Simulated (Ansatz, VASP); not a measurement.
# CdS (nc) in VASP and in Ansatz

```
Cd S
1.0
     4.15000    0.00000    0.00000
    -2.07500    3.59401    0.00000
     0.00000    0.00000    6.73700
Cd S
2 2
Direct
  0.33333 0.66667 0.00000
  0.66667 0.33333 0.50000
  0.33333 0.66667 0.37500
  0.66667 0.33333 0.87500
```

Alike in both runs: task single point; functional PBE; k mesh 6 × 6 × 4; occupations gaussian, width 0.1 eV; no spin polarisation.

|  | VASP | Ansatz |
| --- | --- | --- |
| version | VASP 6.6.1 | Ansatz 0.2.0 |
| potentials or method | VASP PAW PBE potentials, release 64 (Cd, S) | scalar-relativistic, plane waves, norm-conserving pseudopotentials |
| plane-wave cutoff (eV) | 520 | 1071 |
| valence electrons in the cell | 36 | 52 |

```csv
,VASP,Ansatz,Ansatz less VASP
gap on the k mesh at the Fermi level (eV),1.20,1.20,-0.003
least direct gap on the mesh (eV),1.20,1.20,-0.003
pressure (GPa),2.4,2.1,-0.33
largest component of the traceless stress (GPa),0.43,0.41,-0.016
rms of the force components (eV/Å),0.040,0.039,-0.0007
```

Atom by atom the forces differ by 0.001 eV/Å (rms over components). With one functional, cell and mesh, what is left measures potentials, basis and numerics. The two sets of potentials don't hold the same shells in valence.

A hybrid or GW would open this gap; PBE tends to underestimate it.
